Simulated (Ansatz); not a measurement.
Crystal: TaN.

```xyz
2
Lattice="0.0000 2.2113 2.2113 2.2113 0.0000 2.2113 2.2113 2.2113 0.0000" Properties=species:S:1:pos:R:3 pbc="T T T"
Ta    2.2113    2.2113    2.2113
N     0.0000    0.0000    0.0000
```

The cell comes from a database or a generator and needn't be the stable form of this composition.

```yaml
Program: Ansatz 0.2.0
Task: relaxation of cell and atoms
Functional: PBEsol
Potentials_or_basis: Ansatz PAW
Cutoff: "420 eV (not typed: the program's choice for these potentials)"
k_mesh: 10 × 10 × 10
Occupations: fermi-dirac, width 0.05 eV
Spin: no spin polarisation
```

At the start: volume 10.81 Å³/atom.

Question: Where does the relaxation end?

Answer: It ends after 7 steps and the volume is 10.47 Å³/atom (-3.2 %); space group Fm-3m (No. 225, to 0.05 Å).

Step by step:
| step | energy change (eV) | largest force (eV/Å) | volume (Å³) |
| --- | --- | --- | --- |
| 1 | 0.0000 | 0.0000 | 21.63 |
| 2 | -0.0211 | 0.0000 | 20.63 |
| 3 | -0.0255 | 0.0000 | 20.96 |
| 4 | -0.0256 | 0.0000 | 20.95 |
| 5 | -0.0237 | 0.0000 | 20.95 |
| 6 | -0.0237 | 0.0000 | 20.94 |
| 7 | -0.0237 | 0.0000 | 20.94 |

Final structure:
```
CELL_PARAMETERS angstrom
0.00000 2.18763 2.18763
2.18763 0.00000 2.18763
2.18763 2.18763 0.00000
ATOMIC_POSITIONS crystal
Ta 0.50000 0.50000 0.50000
N 0.00000 0.00000 0.00000
```

Caveat: the plane-wave basis is chosen anew once the cell has moved, so the energies of steps on either side of that aren't comparable; the pressure holds a Pulay correction of +0.5 GPa for the finite cutoff; the PAW data sets come from PBE, with cores solved anew for the run's functional, which leaves a small shift of forces and pressure.
